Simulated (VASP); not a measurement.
Input of a VASP 6.6.1 run:

File POSCAR:

```
Mg
1.0
    3.2093000000      0.0000000000      0.0000000000
   -1.6046500000      2.7793353284      0.0000000000
    0.0000000000      0.0000000000      5.2103000000
Mg
2
Direct
    0.6666666667      0.3333333333      0.7500000000
    0.3333333333      0.6666666667      0.2500000000
```

File INCAR.step1:

```
SYSTEM = Mg
PREC = Accurate
ENCUT = 600
EDIFF = 1E-8
ISMEAR = -1
SIGMA = 0.05
LREAL = .FALSE.
LASPH = .TRUE.
NELM = 80
ALGO = Normal
ISIF = 3
LWAVE = .FALSE.
LCHARG = .FALSE.
GGA = PS
IBRION = 2
NSW = 40
EDIFFG = -0.002
```

INCAR.step2

```
SYSTEM = Mg
PREC = Accurate
ENCUT = 600
EDIFF = 1E-8
ISMEAR = -1
SIGMA = 0.05
LREAL = .FALSE.
LASPH = .TRUE.
NELM = 80
ALGO = Normal
ISIF = 3
LWAVE = .FALSE.
LCHARG = .FALSE.
GGA = PS
IBRION = 6
NFREE = 2
POTIM = 0.015
NSW = 1
```

KPOINTS

```
Automatic mesh
0
G
  7 7 4
  0 0 0
```

Potentials or basis: VASP PAW PBE potentials, release 64 (Mg).

Run with:

```sh
$ cat potpaw_PBE.64/Mg/POTCAR > POTCAR
$ cp INCAR.step1 INCAR
$ mpirun -np 1 vasp_std > vasp.out
$ cp CONTCAR POSCAR
$ cp INCAR.step2 INCAR
$ mpirun -np 1 vasp_std > vasp.out
```

Question: Estimate the Voigt bulk modulus.

Answer: 38 GPa.

Question: Predict the highest phonon frequency at Γ.

Answer: 244 cm⁻¹.

Question: What does it give for the relaxed volume?

Answer: 22.66 Å³/atom.

Elastic tensor in Voigt notation (GPa, in the Cartesian axes of the cell as first typed):
```
67 45  8  0  0  0
45 67  8  0  0  0
 8  8 84  0  0  0
 0  0  0  9  0  0
 0  0  0  0  9  0
 0  0  0  0  0 11
```

Caveat: the PAW data sets were made with another functional, which shifts forces and pressure a little.
